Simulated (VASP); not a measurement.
## Input and output of a VASP r²SCAN single-point calculation on MgO (strained rocksalt)

INCAR

```
ISMEAR = 0
LELF = .TRUE.
SIGMA = 0.01
IBRION = -1
ENCUT = 520
NBANDS = 11
NELM = 120
ALGO = Normal
ISIF = 2
EDIFF = 1E-7
LWAVE = .FALSE.
NSW = 0
LASPH = .TRUE.
PREC = Accurate
LREAL = .FALSE.
METAGGA = R2SCAN
LCHARG = .TRUE.
```

KPOINTS

```
KPOINTS created by Atomic Simulation Environment
0
Gamma
10 10 10
0 0 0
```

KPOINTS_OPT

```
special points
6
Reciprocal
0.0000000000 0.0000000000 0.0000000000 1
0.5000000000 0.0000000000 0.5000000000 1
0.6250000000 0.2500000000 0.6250000000 1
0.3750000000 0.3750000000 0.7500000000 1
0.5000000000 0.5000000000 0.5000000000 1
0.5000000000 0.2500000000 0.7500000000 1
```

POSCAR

```
Mg O
 1.0000000000000000
     0.0000000000000000    2.1652324378999999    2.1652324378999999
     2.1652324378999999    0.0000000000000000    2.1652324378999999
     2.1652324378999999    2.1652324378999999    0.0000000000000000
 Mg  O
   1   1
Cartesian
  0.0000000000000000  0.0000000000000000  0.0000000000000000
  2.1652324378999999  2.1652324378999999  2.1652324378999999
```

VASP ran with the recommended PBE PAW datasets (8 valence electrons in the cell).

Command

```
mpirun -np 1 vasp_std
```

From OUTCAR

```
k-points           NKPTS =     47   k-points in BZ     NKDIM =     47   number of bands    NBANDS=     11

   NELECT =       8.0000    total number of electrons

   dimension x,y,z NGX =    24 NGY =   24 NGZ =   24
   dimension x,y,z NGXF=    48 NGYF=   48 NGZF=   48

  energy-cutoff  :      520.00
  volume of cell :       20.30
      direct lattice vectors                 reciprocal lattice vectors
     0.000000000  2.165232438  2.165232438    -0.230922090  0.230922090  0.230922090
     2.165232438  0.000000000  2.165232438     0.230922090 -0.230922090  0.230922090
     2.165232438  2.165232438  0.000000000     0.230922090  0.230922090 -0.230922090

 k-points in reciprocal lattice and weights: KPOINTS created by Atomic Simulation Env
   0.00000000  0.00000000  0.00000000       0.001
   0.10000000  0.00000000  0.00000000       0.008
   0.20000000  0.00000000  0.00000000       0.008
   0.30000000  0.00000000  0.00000000       0.008
   0.40000000  0.00000000  0.00000000       0.008
   0.50000000  0.00000000  0.00000000       0.004
   0.10000000  0.10000000  0.00000000       0.006
   0.20000000  0.10000000  0.00000000       0.024
   ...

 E-fermi :   2.3701

 k-point     1 :       0.0000    0.0000    0.0000
  band No.  band energies     occupation
      1     -15.6040      2.00000
      2       2.1941      2.00000
      3       2.1941      2.00000
      4       2.1941      2.00000
      5       6.9987      0.00000
      6      18.5330      0.00000
      7      18.5330      0.00000
      8      18.5330      0.00000
      9      22.4463      0.00000
     10      24.1270      0.00000
     11      24.1270      0.00000

 k-point     2 :       0.1000    0.0000    0.0000
  band No.  band energies     occupation
      1     -15.5147      2.00000
      2       1.5865      2.00000
      3       2.1341      2.00000
      4       2.1341      2.00000
      5       7.6160      0.00000
      6      17.3112      0.00000
      7      18.7538      0.00000
      8      18.7538      0.00000
      9      23.2848      0.00000
     10      23.2848      0.00000
     11      23.9797      0.00000

 k-point     3 :       0.2000    0.0000    0.0000
  band No.  band energies     occupation
      1     -15.2717      2.00000
      2       0.3544      2.00000
      3       1.9816      2.00000
      4       1.9816      2.00000
      5       8.8310      0.00000
      6      15.7775      0.00000
      7      19.1628      0.00000
      8      19.1628      0.00000
      9      22.5705      0.00000
     10      22.5705      0.00000
     11      24.5601      0.00000

 k-point     4 :       0.3000    0.0000    0.0000
  band No.  band energies     occupation
      1     -14.9484      2.00000
      2      -0.8644      2.00000
      3       1.8014      2.00000
      4       1.8014      2.00000
      5       9.8653      0.00000
      6      14.9760      0.00000
      7      19.1581      0.00000
      8      19.1581      0.00000
      9      23.0671      0.00000
     10      23.0671      0.00000
     11      23.9562      0.00000

 k-point     5 :       0.4000    0.0000    0.0000
  band No.  band energies     occupation
      1     -14.6647      2.00000
      2      -1.7399      2.00000
      3       1.6617      2.00000
      4       1.6617      2.00000
      5      10.3515      0.00000
      6      14.9169      0.00000
      7      18.8775      0.00000
      8      18.8775      0.00000
      9      23.4636      0.00000
     10      24.3401      0.00000
     11      24.3401      0.00000

 k-point     6 :       0.5000    0.0000    0.0000
  band No.  band energies     occupation
      1     -14.5506      2.00000
      2      -2.0599      2.00000
      3       1.6096      2.00000
      4       1.6096      2.00000
      5      10.4510      0.00000
      6      15.0244      0.00000
      7      18.7473      0.00000
      8      18.7473      0.00000
      9      23.2964      0.00000
     10      25.0734      0.00000
     11      25.0734      0.00000

 k-point     7 :       0.1000    0.1000    0.0000
  band No.  band energies     occupation
      1     -15.4859      2.00000
      2       1.5257      2.00000
      3       2.0538      2.00000
      4       2.0538      2.00000
      5       7.8145      0.00000
      6      16.9872      0.00000
      7      18.8210      0.00000
      8      18.8210      0.00000
      9      21.9912      0.00000
     10      24.4276      0.00000
     11      24.6468      0.00000

 k-point     8 :       0.2000    0.1000    0.0000
  band No.  band energies     occupation
      1     -15.2963      2.00000
      2       0.6177      2.00000
      3       1.8879      2.00000
      4       1.9147      2.00000
      5       8.8209      0.00000
      6      15.7451      0.00000
      7      19.0939      0.00000
      8      19.1717      0.00000
      9      20.9182      0.00000
     10      24.1441      0.00000
     11      25.8457      0.00000

 k-point     9 :       0.3000    0.1000    0.0000
  band No.  band energies     occupation
      1     -15.0016      2.00000
      2      -0.5029      2.00000
      3       1.7003      2.00000
      4       1.7060      2.00000
      5       9.9550      0.00000
      6      14.8657      0.00000
      7      18.6449      0.00000
      8      19.3385      0.00000
      9      21.3605      0.00000
     10      24.2291      0.00000
     11      25.4625      0.00000

 k-point    10 :       0.4000    0.1000    0.0000
  band No.  band energies     occupation
      1     -14.7045      2.00000
      2      -1.4240      2.00000
      3       1.4685      2.00000
      4       1.5754      2.00000
      5      10.6689      0.00000
      6      14.7144      0.00000
      7      18.0258      0.00000
      8      19.1720      0.00000
      9      22.5862      0.00000
     10      25.0180      0.00000
     11      25.0581      0.00000

 k-point    11 :       0.5000    0.1000    0.0000
  band No.  band energies     occupation
      1     -14.5314      2.00000
      2      -1.8987      2.00000
      3       1.3052      2.00000
      4       1.5392      2.00000
      5      10.8918      0.00000
      6      14.9178      0.00000
      7      17.7317      0.00000
      8      18.9946      0.00000
      9      23.6631      0.00000
     10      24.9187      0.00000
     11      25.3781      0.00000

 k-point    12 :      -0.4000    0.1000    0.0000
  band No.  band energies     occupation
      1     -14.5683      2.00000
      2      -1.7962      2.00000
      3       1.2659      2.00000
      4       1.6090      2.00000
      5      10.8660      0.00000
      6      14.8848      0.00000
      7      17.7801      0.00000
      8      19.0427      0.00000
      9      24.2493      0.00000
     10      24.2635      0.00000
     11      24.9065      0.00000

 k-point    13 :      -0.3000    0.1000    0.0000
  band No.  band energies     occupation
      1     -14.7961      2.00000
      2      -1.1489      2.00000
      3       1.3682      2.00000
      4       1.7627      2.00000
      5      10.5080      0.00000
      6      14.7611      0.00000
      7      18.1350      0.00000
      8      19.3793      0.00000
      9      22.4940      0.00000
     10      24.0799      0.00000
     11      25.1224      0.00000

 k-point    14 :      -0.2000    0.1000    0.0000
  band No.  band energies     occupation
      1     -15.1062      2.00000
      2      -0.1429      2.00000
      3       1.5934      2.00000
      4       1.9476      2.00000
      5       9.5942      0.00000
      6      15.1855      0.00000
      7      18.6056      0.00000
      8      19.7223      0.00000
      9      21.2844      0.00000
     10      23.4926      0.00000
     11      25.5892      0.00000

 k-point    15 :      -0.1000    0.1000    0.0000
  band No.  band energies     occupation
      1     -15.3750      2.00000
      2       0.9143      2.00000
      3       1.8909      2.00000
      4       2.0923      2.00000
      5       8.4132      0.00000
      6      16.2568      0.00000
      7      18.8203      0.00000
      8      19.1867      0.00000
      9      21.8656      0.00000
     10      23.3938      0.00000
     11      25.3248      0.00000

 k-point    16 :       0.2000    0.2000    0.0000
  band No.  band energies     occupation
      1     -15.1728      2.00000
      2       0.3101      2.00000
      3       1.7097      2.00000
      4       1.7097      2.00000
      5       9.4696      0.00000
      6      14.9303      0.00000
      7      19.1696      0.00000
      8      19.5323      0.00000
      9      19.5323      0.00000
     10      25.3138      0.00000
     11      28.4306      0.00000

 ...

  Total       -1.6980642     -1.6980642     -1.6980642      0.0000000      0.0000000      0.0000000
  in kB     -134.0050358   -134.0050358   -134.0050358      0.0000000      0.0000000      0.0000000
  external PRESSURE =    -134.0050358 kB  Pullay stress =       0.0000000 kB

 POSITION                                       TOTAL-FORCE (eV/Angst)
 -----------------------------------------------------------------------------------
      0.00000      0.00000      0.00000        -0.000000     -0.000000     -0.000000
      2.16523      2.16523      2.16523         0.000000      0.000000      0.000000
 -----------------------------------------------------------------------------------
    total drift:                               -0.000000     -0.000000      0.000000

  FREE ENERGIE OF THE ION-ELECTRON SYSTEM (eV)
  ---------------------------------------------------
  free  energy   TOTEN  =       -16.0800453849 eV

  energy  without entropy=      -16.0800453849  energy(sigma->0) =      -16.08004538
```

- gap between bands v and c: 4.80 eV
- least direct gap: 4.80 eV
- pressure: -13.4 GPa

Band v is the last that the valence electrons fill when counted band by band, and c is the next.

The run took about 27 s on one core of a shared host (Intel Xeon Platinum 8488C) and held 0.16 GiB at most.
